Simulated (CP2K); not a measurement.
**HfN under changes of volume**

One of the cells (11.482 Å³/atom); the others are scaled copies at fixed shape and fractional positions:

```xyz
2
Lattice="3.1905 0.0000 0.0000 1.5952 2.7630 0.0000 1.5952 0.9210 2.6050" Properties=species:S:1:pos:R:3 pbc="T T T"
Hf    0.0000    0.0000    0.0000
N     3.1905    1.8420    1.3025
```

* Program: CP2K 2026.2
* Functional: PBEsol
* Potentials or basis: POTENTIAL_UZH Hf GTH-PBE-q12, N GTH-PBE-q5; TZVP-MOLOPT-PBE-GTH basis
* Density cutoff: 6123 eV
* k mesh: 10 × 10 × 10
* Occupations: fermi-dirac, width 0.05 eV
* Spin: no spin polarisation

```csv
volume (Å³/atom),energy over the lowest point (meV/atom),pressure (GPa)
10.793,22.15,14.7
11.023,?,?
11.252,0.00,1.4
11.482,2.17,-4.3
11.712,12.04,-9.4
11.941,28.82,-13.9
12.171,51.81,-18.1
```

Problem. What does the run at 11.023 Å³/atom give?

Solution. Energy over the lowest point 6.43 meV/atom; pressure 7.7 GPa.

Worked out: A Birch-Murnaghan fit of order 3 (a polynomial in V^(-2/3)) to the other rows has its minimum at 11.30 Å³/atom with B0 = V·E''(V) = 286 GPa and B' = 4.2. It gives 6.31 meV/atom at 11.023 Å³/atom, against the run's 6.43, and -dE/dV = 7.6 GPa, against 7.7.

Energies are extrapolated to zero smearing.

Caveats: the potentials were made for another functional, which shifts forces and pressure; the basis of atomic orbitals isn't converged, which shifts pressures, moduli and gaps.
